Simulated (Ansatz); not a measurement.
The following input was run with Ansatz 0.2.0.

```yaml
crystal:
  lattice:
    - [4.5152900626, 0.0, 0.0]
    - [-2.2576450313, 3.9103558997, 0.0]
    - [0.0, 0.0, 23.3963809492]
  atoms:
    - { symbol: Ti, position: [0.0, 0.0, 0.3205623988] }
    - { symbol: Ti, position: [0.3333333333, 0.6666666667, 0.3803749325] }
    - { symbol: Ti, position: [0.6666666667, 0.3333333333, 0.3803749325] }
    - { symbol: Ti, position: [0.0, 0.0, 0.4401874663] }
    - { symbol: Ti, position: [0.3333333333, 0.6666666667, 0.5] }
    - { symbol: Ti, position: [0.6666666667, 0.3333333333, 0.5] }
    - { symbol: Ti, position: [0.0, 0.0, 0.5598125337] }
    - { symbol: Ti, position: [0.3333333333, 0.6666666667, 0.6196250675] }
    - { symbol: Ti, position: [0.6666666667, 0.3333333333, 0.6196250675] }
    - { symbol: Ti, position: [0.0, 0.0, 0.6794376012] }
basis:
  ecutwfc: 420
kpoints:
  mp_grid: { grid: [9, 9, 1] }
hamiltonian:
  xc: pbesol
scf:
  occupations: { method: gaussian, width: 0.1 }
output:
  forces: true
  stress: true
  eigenvalues: true
  write_density: true
  write_potential: true
  elf: true
  volumetric_format: npy
efield:
  axis: 3
  dipole_correction: true
  ramp_width: 0.04
```

Command:
```bash
ansatz run input.yaml --threads 1 --pin off --max-ram 3072MiB --backend cpu --events-out ev --progress --plain --runs-dir out
```

These are results of DFT PBEsol, scalar-relativistic, plane waves, PAW in Ansatz, not measurements.

Part of what the program printed, abridged (iterations and final results):

```
SCF iter   1: F=—  HF=-24734.579655 eV  |F-HF|=—  |Δ(HF+E_count)|=         —  Δρ=1.56e-2  dr2=2.75e0  ethr=1.77e-3  p=0.000 e·Å  D=6.98e-14 V/Å  ΔV_dip= 0.00 eV  dr2_dipole=2.75e-9  V_vac-E_F(+/−)=3.35/3.35 eV  ⟨swp⟩=8.9  Hψ=3905  notcnv=0
efield: sawtooth ramp at fractional position 0.9800 (placed from the atoms, in the widest stretch of the axis that holds none; the zero of the levels goes with the place), width 0.0400; the density the first Hamiltonian is built on has a dipole p = 0.000 e·Å; the dipole correction subtracts the counter field D = 6.98e-14 V/Å, which shifts the + side's vacuum level by  0.00 eV against the − side's; the planar-averaged density in the ramp window peaks in size at 4.1e-5 e/Å³
SCF iter   2: F=—  HF=-24734.627318 eV  |F-HF|=—  |Δ(HF+E_count)|=   4.77e-2  Δρ=2.10e-2  dr2=4.19e0  ethr=1.77e-3  p= 0.000 e·Å  D=-3.76e-5 V/Å  ΔV_dip=0.00 eV  dr2_dipole=1.47e-7  V_vac-E_F(+/−)=3.29/3.29 eV  ⟨swp⟩=3.8  Hψ=1449  notcnv=2  defer=26
SCF iter   3: F=—  HF=-24734.386797 eV  |F-HF|=—  |Δ(HF+E_count)|=   2.41e-1  Δρ=1.50e-3  dr2=8.00e-3  ethr=1.77e-3  p= 0.000 e·Å  D=-1.66e-5 V/Å  ΔV_dip=0.00 eV  dr2_dipole=1.36e-8  V_vac-E_F(+/−)=3.24/3.24 eV  ⟨swp⟩=3.3  Hψ=1300  notcnv=0  defer=27
SCF iter   4: F=—  HF=-24734.389548 eV  |F-HF|=—  |Δ(HF+E_count)|=   2.75e-3  Δρ=9.05e-4  dr2=5.58e-3  ethr=6.67e-6  p=0.000 e·Å  D=9.49e-7 V/Å  ΔV_dip= 0.00 eV  dr2_dipole=5.77e-9  V_vac-E_F(+/−)=3.24/3.24 eV  ⟨swp⟩=3.0  Hψ=1834  notcnv=0  defer=24
SCF iter   5: F=—  HF=-24734.389603 eV  |F-HF|=—  |Δ(HF+E_count)|=   5.58e-5  Δρ=3.23e-4  dr2=5.91e-4  ethr=4.65e-6  p= 0.000 e·Å  D=-2.02e-6 V/Å  ΔV_dip=0.00 eV  dr2_dipole=5.35e-10  V_vac-E_F(+/−)=3.22/3.22 eV  ⟨swp⟩=2.1  Hψ=1060  notcnv=0  defer=22
SCF iter   6: F=—  HF=-24734.389649 eV  |F-HF|=—  |Δ(HF+E_count)|=   4.59e-5  Δρ=9.97e-5  dr2=6.87e-5  ethr=4.93e-7  p= 0.000 e·Å  D=-9.38e-7 V/Å  ΔV_dip=0.00 eV  dr2_dipole=8.46e-11  V_vac-E_F(+/−)=3.23/3.23 eV  ⟨swp⟩=2.0  Hψ=1042  notcnv=0  defer=22
SCF iter   7: F=—  HF=-24734.389856 eV  |F-HF|=—  |Δ(HF+E_count)|=   2.07e-4  Δρ=2.62e-5  dr2=2.46e-6  ethr=5.73e-8  p= 0.000 e·Å  D=-1.10e-7 V/Å  ΔV_dip=0.00 eV  dr2_dipole=3.18e-13  V_vac-E_F(+/−)=3.23/3.23 eV  ⟨swp⟩=2.0  Hψ=1099  notcnv=0  defer=22
SCF iter   8: F=—  HF=-24734.389857 eV  |F-HF|=—  |Δ(HF+E_count)|=   7.71e-7  Δρ=7.00e-6  dr2=2.96e-7  ethr=2.05e-9  p= 0.000 e·Å  D=-2.34e-8 V/Å  ΔV_dip=0.00 eV  dr2_dipole=1.70e-13  V_vac-E_F(+/−)=3.23/3.23 eV  ⟨swp⟩=3.0  Hψ=1379  notcnv=0  defer=22
SCF iter   9: F=-24734.389857 eV  HF=-24734.389857 eV  |F-HF|=8.87e-9  |Δ(HF+E_count)|=   1.15e-7  Δρ=1.73e-6  dr2=1.60e-8  ethr=8.33e-11  p=0.000 e·Å  D=1.60e-8 V/Å  ΔV_dip= 0.00 eV  dr2_dipole=5.25e-14  V_vac-E_F(+/−)=3.23/3.23 eV  ⟨swp⟩=21.4  Hψ=6668  notcnv=0
SCF 1 converged in 9 iterations: F = -24734.389857 eV  dr2 = 1.60e-8
WARN: The output density's exchange-correlation potential varies sharply where the density is thin. Do not read a vacuum level from v_tot or v_xc, or from such a field of the output density. On a cell that repeats whose density bears no net charge and no dipole along the vacuum's axis use v_es (v_loc + v_h of the components); under efield.dipole_correction with no amplitude use v_es + v_field, which holds any external_charges[].barrier, or the levels of the report's work_function block, which leave it out; under a non-zero efield.amplitude the vacuum is tilted and has no level; on a cell that repeats and bears such a dipole with no correction it is tilted too, and efield.dipole_correction wi ...
SCF converged after 9 iterations
Free energy (F): -24734.389857 eV
Harris-Foulkes:  -24734.389857 eV  (|F-HF|=8.87e-9)
Internal energy: -24734.341876 eV  (E = F + TS)
E sigma→0 (E₀):  -24734.365867 eV
Entropy (-TS):   -0.047980 eV (-4.798 meV/atom)
Fermi energy:    3.713055 eV
Dipole field:    D = 0.000000 V/Å  (p = 0.000001 e·Å, saw-weighted, corrected)
Work function:   Φ+ = 3.2259 eV   Φ− = 3.2259 eV
Levels:          The Fermi level and band energies are counted from a zero that moves with the ramp; work functions are not
--- Per-component energies (eV) ---
  E_band       = -2718.994931
  E_kinetic    = 2719.605573
  E_local      = -113036.277843  (includes V_loc(G=0)·N_el)
  E_nonlocal   = 99.541186
  E_hartree    = 55207.615926
  E_xc         = -961.826886
  E_vxc        = -1208.155907  (∫ρ·V_xc dr)
  E_paw        = -10227.297788  (= ΣΔE_a)
  E_vpaw       = -1708.928449  (= ΣTr[D̂ρ^β])
  E_aug_tail   = 0.001113  (compensation charges beyond the density's cutoff)
  E_efield     = 0.000000  (sawtooth field / dipole correction)
  E_vefield    = 0.000000  (∫n·V_field dr)
  E_ewald      = 41462.902999
  E_core_change = 1.393843  (= ΣΔE_core)
  E_smearing   = -0.047980  (= −TS)
--- Forces (eV/Å), atoms counted from 1 ---
  atom   1  Ti     0.00000000     0.00000000     1.19843015
  atom   2  Ti     0.00000000     0.00000000    -0.26739295
  atom   3  Ti     0.00000000     0.00000000    -0.26739295
  atom   4  Ti     0.00000000     0.00000000    -0.54976570
  atom   5  Ti     0.00000000     0.00000000     0.00000012
  atom   6  Ti     0.00000000     0.00000000     0.00000012
  atom   7  Ti     0.00000000     0.00000000     0.54976552
  atom   8  Ti     0.00000000     0.00000000     0.26739225
  atom   9  Ti     0.00000000     0.00000000     0.26739225
  atom  10  Ti     0.00000000     0.00000000    -1.19843012
--- Stress (GPa, compression-positive) ---
       -2.281803       0.000000       0.000000
        0.000000      -2.281803       0.000000
        0.000000       0.000000      -2.144651
  P = ⅓ Tr σ = -2.2361 GPa (-22.361 kbar)
--- Band table (eV; the first three rows and the last of 12) ---
  k-point 0: bands = ["-53.2896", "-53.2896", "-52.8670", "-52.8262", "-52.6891", "-52.6859", "-52.5832", "-52.4934", "-52.4890", "-52.3821", "-29.7670", "-29.7600", "-29.6100", "-29.6100", "-29.6097", "-29.6097", "-29.3012", "-29.3012", "-29.3008", "-29.3008", "-29.2952", "-29.2952", "-29.2414", "-29.2414", "-29.2293", "-29.2194", "-29.1890", "-29.1890", "-29.0517", "-29.0384", "-29.0021", "-28.9022", "-28.8037", "-28.6982", "-28.6635", "-28.6635", "-28.6615", "-28.6615", "-28.5567", "-28.5567", "-2.1131", "-1.0721", "0.2913", "1.6806", "1.6806", "1.8477", "1.8835", "2.0677", "2.0677", "2.3185", "2.3185", "2.3747", "2.3747", "2.4452", "2.4792", "2.8067", "2.8067", "3.2668", "3.2668", "3.374 ...
  k-point 1: bands = ["-53.2894", "-53.2893", "-52.8648", "-52.8250", "-52.6851", "-52.6819", "-52.5787", "-52.4991", "-52.4947", "-52.3877", "-29.7686", "-29.7614", "-29.6158", "-29.6152", "-29.6152", "-29.6148", "-29.3597", "-29.3506", "-29.3170", "-29.3163", "-29.2615", "-29.2540", "-29.2531", "-29.2170", "-29.2141", "-29.1700", "-29.1671", "-29.1557", "-29.0442", "-29.0434", "-28.9987", "-28.9068", "-28.8060", "-28.7022", "-28.6804", "-28.6767", "-28.6594", "-28.6584", "-28.5744", "-28.5538", "-1.9679", "-0.9420", "0.3792", "1.6974", "1.7251", "1.8877", "1.8976", "1.9900", "2.1147", "2.2510", "2.2590", "2.3587", "2.4122", "2.5225", "2.6381", "2.6705", "2.8283", "3.2185", "3.2538", "3.337 ...
  k-point 2: bands = ["-53.2887", "-53.2887", "-52.8595", "-52.8221", "-52.6734", "-52.6699", "-52.5653", "-52.5151", "-52.5106", "-52.4037", "-29.7740", "-29.7660", "-29.6309", "-29.6292", "-29.6219", "-29.6217", "-29.4125", "-29.3738", "-29.3521", "-29.3454", "-29.2550", "-29.2505", "-29.2192", "-29.1819", "-29.1691", "-29.1232", "-29.1026", "-29.0990", "-29.0523", "-29.0114", "-28.9900", "-28.9189", "-28.8087", "-28.7307", "-28.7169", "-28.7133", "-28.6503", "-28.6502", "-28.6174", "-28.5459", "-1.5477", "-0.5678", "0.6296", "1.6289", "1.7388", "1.8490", "1.9457", "2.0369", "2.0750", "2.1069", "2.2417", "2.4828", "2.4933", "2.5191", "2.6623", "2.8561", "2.9130", "3.1078", "3.1606", "3.520 ...
  k-point 11: bands = ["-53.2873", "-53.2873", "-52.8484", "-52.8167", "-52.5990", "-52.5990", "-52.5941", "-52.5941", "-52.4871", "-52.4871", "-29.8032", "-29.7916", "-29.6226", "-29.6226", "-29.6225", "-29.6225", "-29.3981", "-29.3624", "-29.3568", "-29.3449", "-29.3449", "-29.3362", "-29.3362", "-29.0632", "-29.0584", "-29.0584", "-28.9698", "-28.9698", "-28.9510", "-28.9510", "-28.9421", "-28.9421", "-28.9401", "-28.8414", "-28.8414", "-28.7678", "-28.7678", "-28.6068", "-28.6046", "-28.4987", "0.4449", "0.8215", "0.8215", "0.9166", "1.5574", "1.5574", "1.5748", "1.8647", "2.1362", "2.1362", "2.6002", "2.9094", "2.9094", "3.2731", "3.2731", "3.2934", "3.2934", "3.4837", "3.5419", "3.5419 ...
```

The run converged.